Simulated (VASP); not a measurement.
# BiTe (Fm-3m) in VASP: single point with PBEsol

Aim: the single point of BiTe with PBEsol.

Everything below comes from runs of VASP 6.6.1. Logs are shortened: lines on timing, memory, paths and dates and some standing lists are left out, and cuts for length are marked.

## 1. The crystal as given

Symmetry: Fm-3m, No. 225, cubic system. Conventional cell: a = 6.470 Å, b = 6.470 Å, c = 6.470 Å, α = 90.00°, β = 90.00°, γ = 90.00°. Around Bi (site symmetry m-3m) lie 6 Te at 3.23 Å. Te (site symmetry m-3m) is surrounded by 6 Bi at 3.23 Å.

## 2. Single point, PBEsol

Contents of INCAR:

```
  PREC = Accurate
  ENCUT = 520
  EDIFF = 1E-6
  ISMEAR = -1
  SIGMA = 0.03
  LREAL = False
  LASPH = True
  NELM = 100
  ALGO = Fast
  ISIF = 2
  LWAVE = False
  LCHARG = False
  GGA = PS
  NBANDS = 18
```

Contents of KPOINTS:

```
regular mesh
0
Gamma
  10 10 10
```

Contents of POSCAR:

```
BiTe
1.0
    0.0000000000      3.2350000000      3.2350000000
    3.2350000000      0.0000000000      3.2350000000
    3.2350000000      3.2350000000      0.0000000000
Bi Te
1 1
Direct
    0.0000000000      0.0000000000      0.0000000000
    0.5000000000      0.5000000000      0.5000000000
```

Potentials or basis: VASP PAW PBE potentials, release 64 (Bi_d, Te).

Launch:

```console
> cat potpaw_PBE.64/Bi_d/POTCAR potpaw_PBE.64/Te/POTCAR > POTCAR
> mpirun -np 1 vasp_std > vasp.out
```

OUTCAR:

```text
PREC = Accurate
   ENCUT = 520
   EDIFF = 1E-6
   ISMEAR = -1
   LREAL = False
   LASPH = True
   NELM = 100
   ISIF = 2
   GGA = PS

 ion  position               nearest neighbor table
   1  0.000  0.000  0.000-   2 3.23   2 3.23   2 3.23   2 3.23   2 3.23   2 3.23
   2  0.500  0.500  0.500-   1 3.23   1 3.23   1 3.23   1 3.23   1 3.23   1 3.23

  LATTYP: Found a face centered cubic cell.
 ALAT       =     6.4700000000

  Lattice vectors:

 A1 = (   0.0000000000,   3.2350000000,   3.2350000000)
 A2 = (   3.2350000000,   0.0000000000,   3.2350000000)
 A3 = (   3.2350000000,   3.2350000000,   0.0000000000)

Analysis of symmetry for initial positions (statically):
=====================================================================
 Subroutine PRICEL returns:
 Original cell was already a primitive cell.

 Routine SETGRP: Setting up the symmetry group for a
 face centered cubic supercell.

 Subroutine GETGRP returns: Found 48 space group operations
 (whereof 48 operations were pure point group operations)
 out of a pool of 48 trial point group operations.

The static configuration has the point symmetry O_h .

Analysis of symmetry for dynamics (positions and initial velocities):
=====================================================================
 Subroutine PRICEL returns:
 Original cell was already a primitive cell.

 Routine SETGRP: Setting up the symmetry group for a
 face centered cubic supercell.

 Subroutine GETGRP returns: Found 48 space group operations
 (whereof 48 operations were pure point group operations)
 out of a pool of 48 trial point group operations.

The dynamic configuration has the point symmetry O_h .

 Subroutine INISYM returns: Found 48 space group operations
 (whereof 48 operations are pure point group operations),
 and found     1 'primitive' translations

----------------------------------------------------------------------------------------

                                     Primitive cell

  volume of cell :      67.7100

  direct lattice vectors                    reciprocal lattice vectors
     0.000000000  3.235000000  3.235000000    -0.154559505  0.154559505  0.154559505
     3.235000000  0.000000000  3.235000000     0.154559505 -0.154559505  0.154559505
     3.235000000  3.235000000  0.000000000     0.154559505  0.154559505 -0.154559505

  length of vectors
     4.574980874  4.574980874  4.574980874     0.267704916  0.267704916  0.267704916

  position of ions in fractional coordinates (direct lattice)
     0.000000000  0.000000000  0.000000000
     0.500000000  0.500000000  0.500000000

  ion indices of the primitive-cell ions
   primitive index   ion index
                 1           1
                 2           2

----------------------------------------------------------------------------------------

 KPOINTS: regular mesh

Automatic generation of k-mesh.
 Grid dimensions read from file:
 generate k-points for:   10   10   10

 Generating k-lattice:

  Cartesian coordinates                     Fractional coordinates (reciprocal lattice)
    -0.015455951  0.015455951  0.015455951     0.100000000  0.000000000  0.000000000
     0.015455951 -0.015455951  0.015455951     0.000000000  0.100000000  0.000000000
     0.015455951  0.015455951 -0.015455951     0.000000000  0.000000000  0.100000000

  Length of vectors
     0.026770492  0.026770492  0.026770492

  Shift w.r.t. Gamma in fractional coordinates (k-lattice)
     0.000000000  0.000000000  0.000000000

 Subroutine IBZKPT returns following result:
 ===========================================

 Found     47 irreducible k-points:

 Following reciprocal coordinates:
            Coordinates               Weight
  0.000000  0.000000  0.000000      1.000000
  0.100000  0.000000  0.000000      8.000000
  0.200000  0.000000  0.000000      8.000000
  0.300000  0.000000  0.000000      8.000000
  0.400000  0.000000  0.000000      8.000000
  0.500000  0.000000  0.000000      4.000000
[... 16 lines left out ...]
  0.300000  0.300000  0.000000      6.000000
  0.400000  0.300000  0.000000     24.000000
 [... further k-points ...]
   k-points           NKPTS =     47   k-points in BZ     NKDIM =     47   number of bands    NBANDS=     18
   number of dos      NEDOS =    301   number of ions     NIONS =      2
   total plane-waves  NPLWV =  46656
   dimension x,y,z NGX =    36 NGY =   36 NGZ =   36
   dimension x,y,z NGXF=    72 NGYF=   72 NGZF=   72
   ions per type =               1   1
   NGX,Y,Z   is equivalent  to a cutoff of  13.08, 13.08, 13.08 a.u.
   NGXF,Y,Z  is equivalent  to a cutoff of  26.16, 26.16, 26.16 a.u.
 SYSTEM =  unknown system
   PREC   = accura    normal or accurate (medium, high low for compatibility)
   ISTART =      0    job   : 0-new  1-cont  2-samecut
   ICHARG =      2    charge: 1-file 2-atom 10-const
   ISPIN  =      1    spin polarized calculation?
   LNONCOLLINEAR =      F non collinear calculations
   LSORBIT =      F    spin-orbit coupling
   LASPH  =      T    aspherical Exc in radial PAW
   ENCUT  =  520.0 eV  38.22 Ry    6.18 a.u.   8.51  8.51  8.51*2*pi/ulx,y,z
   NELM   =    100;   NELMIN=  2; NELMDL= -5     # of ELM steps
   EDIFF  = 0.1E-05   stopping-criterion for ELM
   LREAL  =      F    real-space projection
   EDIFFG = 0.1E-04   stopping-criterion for IOM
   NSW    =      0    number of steps for IOM
   IBRION =     -1    ionic relax: 0-MD 1-quasi-New 2-CG
   NFREE  =      0    steps in history (QN), initial steepest desc. (CG)
   ISIF   =      2    stress and relaxation
   ISYM   =      2    0-nonsym 1-usesym 2-fastsym
   POTIM  = 0.5000    time-step for ionic-motion
   TEBEG  =    0.0;   TEEND  =   0.0 temperature during run
   PSTRESS=    0.0 pullay stress
   NELECT =      21.0000    total number of electrons
   NUPDOWN=      -1.0000    fix difference up-down
   EMIN   =  10.00;   EMAX   =-10.00  energy-range for DOS
   EFERMI =   0.00;   METHOD = LEGACY
   ISMEAR =    -1;   SIGMA  =   0.03  broadening in eV -4-tet -1-fermi 0-gaus
   EFERMI_NEDOS =   21; number of points for ismear=-14 and -15
   IALGO  =     68    algorithm
   IMIX   =      4    mixing-type and parameters
     AMIX     =   0.40;   BMIX     =  1.00
     AMIX_MAG =   1.60;   BMIX_MAG =  1.00
  volume/ion in A,a.u.               =      33.86       228.46
  Fermi-wavevector in a.u.,A,eV,Ry     =   1.108146  2.094092 16.707785  1.227988
  Thomas-Fermi vector in A             =   2.244669
   LORBIT       =      0    0 simple, 1 ext, 2 COOP (PROOUT), +10 PAW based schemes
   GGA     = PS    functional components
   LHFCALC =     F    Hartree Fock is set to
   AEXX    =    0.0000 exact exchange contribution
   IVDW    =     0    specifies the selected vdW correction
   LEPSILON=     F    determine dielectric tensor
   LRPA    =     F    only Hartree local field effects (RPA)
 non-spin polarized calculation
 RMM-DIIS sequential band-by-band and
  energy-cutoff  :      520.00
  volume of cell :       67.71
 maximum number of plane-waves:      1849
 NGX is ok and might be reduce to    36
   NGX = 17   NGY = 17   NGZ = 17

 number of electron      21.0000001 magnetization

 Free energy of the ion-electron system (eV)
  ---------------------------------------------------
  ext. energy  EPLUGINS =         0.00000000
  ---------------------------------------------------
  free energy    TOTEN  =        -7.97600544 eV

  energy without entropy =       -7.97105547  energy(sigma->0) =       -7.97353045

 E-fermi :   6.4650     XC(G=0):  -9.5937

 val. band max:        6.4610047632   @ k =  -0.2000   0.1000   0.0000
 cond. band min:       6.4856042877   @ k =   0.2000   0.2000   0.0000
 fundamental gap:      0.0245995245
 Fermi energy:         6.4650310185

 k-point     1 :       0.0000    0.0000    0.0000
  band No.  band energies     occupation
      1     -16.5747      2.00000
      2     -16.5747      2.00000
      3     -16.5702      2.00000
      4     -16.5702      2.00000
      5     -16.5702      2.00000
      6      -7.0443      2.00000
[... 10 lines left out ...]
     17      12.4803      0.00000
     18      12.9339      0.00000

 k-point     2 :       0.1000    0.0000    0.0000
  band No.  band energies     occupation
      1     -16.5750      2.00000
      2     -16.5750      2.00000
      3     -16.5700      2.00000
      4     -16.5696      2.00000
      5     -16.5696      2.00000
      6      -6.9548      2.00000
[... 10 lines left out ...]
     17      13.0977      0.00000
     18      13.6371      0.00000

 k-point     3 :       0.2000    0.0000    0.0000
  band No.  band energies     occupation
      1     -16.5761      2.00000
      2     -16.5761      2.00000
      3     -16.5695      2.00000
      4     -16.5680      2.00000
      5     -16.5680      2.00000
      6      -6.6887      2.00000
[... 10 lines left out ...]
     17      14.4469      0.00000
     18      14.8994      0.00000

 k-point     4 :       0.3000    0.0000    0.0000
  band No.  band energies     occupation
      1     -16.5776      2.00000
      2     -16.5776      2.00000
      3     -16.5690      2.00000
      4     -16.5657      2.00000
      5     -16.5657      2.00000
      6      -6.2540      2.00000
[... 10 lines left out ...]
     17      15.7347      0.00000
     18      16.4743      0.00000

 k-point     5 :       0.4000    0.0000    0.0000
  band No.  band energies     occupation
      1     -16.5788      2.00000
      2     -16.5788      2.00000
      3     -16.5685      2.00000
      4     -16.5639      2.00000
      5     -16.5639      2.00000
      6      -5.6687      2.00000
[... 10 lines left out ...]
     17      15.3974      0.00000
     18      16.7930      0.00000

 k-point     6 :       0.5000    0.0000    0.0000
  band No.  band energies     occupation
      1     -16.5792      2.00000
      2     -16.5792      2.00000
      3     -16.5683      2.00000
      4     -16.5631      2.00000
      5     -16.5631      2.00000
      6      -5.0833      2.00000
[... 10 lines left out ...]
     17      14.6892      0.00000
     18      15.6676      0.00000

 k-point     7 :       0.1000    0.1000    0.0000
  band No.  band energies     occupation
      1     -16.5759      2.00000
      2     -16.5742      2.00000
      3     -16.5705      2.00000
      4     -16.5692      2.00000
      5     -16.5692      2.00000
      6      -6.9257      2.00000
[... 10 lines left out ...]
     17      12.7885      0.00000
     18      13.2485      0.00000

 k-point     8 :       0.2000    0.1000    0.0000
  band No.  band energies     occupation
      1     -16.5773      2.00000
      2     -16.5744      2.00000
      3     -16.5704      2.00000
      4     -16.5680      2.00000
      5     -16.5676      2.00000
      6      -6.7206      2.00000
[... 10 lines left out ...]
     17      13.5008      0.00000
     18      13.8716      0.00000
[... 229 lines left out ...]
     17      15.4316      0.00000
     18      16.1778      0.00000

 k-point    20 :      -0.4000    0.2000    0.0000
  band No.  band energies     occupation
      1     -16.5811      2.00000
      2     -16.5771      2.00000
      3     -16.5670      2.00000
      4     -16.5644      2.00000
      5     -16.5629      2.00000
      6      -5.0257      2.00000
[... 10 lines left out ...]
     17      15.9544      0.00000
     18      17.4722      0.00000

 k-point    21 :      -0.3000    0.2000    0.0000
  band No.  band energies     occupation
      1     -16.5793      2.00000
      2     -16.5778      2.00000
      3     -16.5672      2.00000
      4     -16.5646      2.00000
      5     -16.5645      2.00000
      6      -5.6155      2.00000
[... 10 lines left out ...]
     17      14.9219      0.00000
     18      15.9965      0.00000

 k-point    22 :      -0.2000    0.2000    0.0000
  band No.  band energies     occupation
      1     -16.5779      2.00000
      2     -16.5774      2.00000
      3     -16.5684      2.00000
      4     -16.5664      2.00000
      5     -16.5649      2.00000
      6      -6.1231      2.00000
[... 10 lines left out ...]
     17      14.4465      0.00000
     18      15.7603      0.00000

 k-point    23 :       0.3000    0.3000    0.0000
  band No.  band energies     occupation
      1     -16.5837      2.00000
      2     -16.5725      2.00000
      3     -16.5716      2.00000
      4     -16.5633      2.00000
      5     -16.5633      2.00000
      6      -6.0688      2.00000
[... 10 lines left out ...]
     17      14.5344      0.00000
     18      14.5344      0.00000

 k-point    24 :       0.4000    0.3000    0.0000
  band No.  band energies     occupation
      1     -16.5852      2.00000
      2     -16.5724      2.00000
      3     -16.5717      2.00000
      4     -16.5621      2.00000
      5     -16.5618      2.00000
      6      -5.7298      2.00000
[... 10 lines left out ...]
     17      15.4180      0.00000
     18      15.5031      0.00000

 [... further k-points ...]

------------------------ aborting loop because EDIFF is reached ----------------------------------------

  FORCE on cell =-STRESS in cart. coord.  units (eV):
  Direction    XX          YY          ZZ          XY          YZ          ZX
  --------------------------------------------------------------------------------------
  -------------------------------------------------------------------------------------
  Total       -0.7159310     -0.7159310     -0.7159310     -0.0000000     -0.0000000      0.0000000
  in kB      -16.9406041    -16.9406041    -16.9406041     -0.0000000     -0.0000000      0.0000000
  external PRESSURE =     -16.9406041 kB  Pullay stress =       0.0000000 kB

 VOLUME and BASIS-vectors are now :
 -----------------------------------------------------------------------------
  energy-cutoff  :      520.00
  volume of cell :       67.71
      direct lattice vectors                 reciprocal lattice vectors
     0.000000000  3.235000000  3.235000000    -0.154559505  0.154559505  0.154559505
     3.235000000  0.000000000  3.235000000     0.154559505 -0.154559505  0.154559505
     3.235000000  3.235000000  0.000000000     0.154559505  0.154559505 -0.154559505

 POSITION                                       TOTAL-FORCE (eV/Angst)
 -----------------------------------------------------------------------------------
      0.00000      0.00000      0.00000        -0.000000     -0.000000     -0.000000
      3.23500      3.23500      3.23500         0.000000      0.000000      0.000000
 -----------------------------------------------------------------------------------
    total drift:                               -0.000000      0.000000      0.000000

  FREE ENERGIE OF THE ION-ELECTRON SYSTEM (eV)
  ---------------------------------------------------
  free  energy   TOTEN  =        -7.9760054363 eV

  energy  without entropy=       -7.9710554659  energy(sigma->0) =       -7.97353045
```

Run time: 77 s. Hardware: 1 thread of Intel Xeon Platinum 8375C at 2.90GHz (Ice Lake), shared host; peak memory 0.24 GiB.

What came out:

```yaml
Free_energy: -7.9760 eV
Pressure: -1.7 GPa
Band_gap_on_the_k_mesh: none (metal or under the smearing width)
```

Levels at points of the mesh, in eV from the Fermi level:
```tsv
k point	band 8	band 9	band 10	band 11	band 12	band 13
(0.00, 0.00, 0.00)	-2.51	-2.51	-2.51	2.17	2.17	2.17
(0.50, 0.00, 0.00)	-1.88	-1.88	-1.58	-0.84	-0.61	-0.61
(0.50, 0.50, 0.00)	-5.65	-3.99	-3.99	2.20	3.62	3.62
```

Caveat: the PAW data sets were made with another functional, which shifts forces and pressure a little; spin-orbit coupling is left out, which moves the levels of the heavy elements.
